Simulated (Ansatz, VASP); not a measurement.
Two plane-wave programs on Ag

```
CELL_PARAMETERS angstrom
0.00000 2.01549 2.01549
2.01549 0.00000 2.01549
2.01549 2.01549 0.00000
ATOMIC_POSITIONS crystal
Ag 0.00000 0.00000 0.00000
```

Change from the starting cell: volume scaled by 0.96, PAW files.

Alike in both runs: task electric field gradients; functional PBE; k mesh 15 × 15 × 15; occupations fermi-dirac, width 0.05 eV; no spin polarisation.

|  | VASP | Ansatz |
| --- | --- | --- |
| version | VASP 6.6.1 | Ansatz 0.2.0 |
| potentials or method | VASP PAW PBE potentials, release 64 (Ag) | PAW with Ansatz's default frozen-core files, scalar-relativistic |
| plane-wave cutoff (eV) | 520 | 420 |
| valence electrons in the cell | 11 | 19 |

VASP gave:

| Property | Result |
| --- | --- |
| pressure (GPa) | 9.7 |
| Vzz of the field gradient on the site that differs most (V/Å²) | 0.0 |

Estimate Ansatz's values.

pressure (GPa): 9.9; Vzz of the field gradient on the site that differs most (V/Å²): 0.0.

The functional is the same, so the differences come from potentials, cutoffs and numerics. The two sets of potentials don't hold the same shells in valence. Ansatz warned: «gradients_without_spin_orbit».
